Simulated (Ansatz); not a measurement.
# Electrostatic potentials at the S nuclei in Ba₄Zr₃S₁₀

Cell: a Materials Project structure (computed, not necessarily an observed phase).

Space group I4/mmm (No. 139); a = 5.0489, c = 35.9262 Å.

```csv
site,Wyckoff,site symmetry,x,y,z
Ba1,4e,4mm,0.0000,0.0000,0.4326
Ba3,4e,4mm,0.0000,0.0000,0.3003
Zr5,2a,4/mmm,0.0000,0.0000,0.0000
Zr6,4e,4mm,0.0000,0.0000,0.8568
S8,8g,2mm.,0.5000,0.0000,0.3606
S12,4c,mmm.,0.0000,0.5000,0.0000
S14,4e,4mm,0.0000,0.0000,0.2131
S15,4e,4mm,0.0000,0.0000,0.9295
```

One atom of each set is listed; the run and its k-mesh use a cell of 17 atoms with edges of 18.31, 18.31, 18.31 Å.

Level of theory: DFT, r2SCAN, plane waves and PAW, scalar-relativistic, 500 eV cutoff, Γ-centred 8×8×8 k-points, Fermi–Dirac smearing 0.02 eV (Ansatz 0.2.0).

The potential at a nucleus is that of all electrons and the other nuclei. A higher potential binds the core electrons more strongly, so differences between sites of one element are the initial-state part of core-level shifts.

(1) Rank the S sites by the potential at the nucleus, lowest first, and give each against the lowest.
A. S8: 2 Zr at 2.53 Å, angle 174°; also 2 Ba at 3.33 Å
B. S15: 2 Zr at 2.53–2.61 Å, angle 180°
C. S14: 1 Zr at 2.51 Å; also 1 Ba at 3.13 Å
D. S12: 2 Zr at 2.52 Å, angle 180°

## Answers

(1) B (0.00 V), C (0.09 V), D (0.18 V), A (0.29 V).
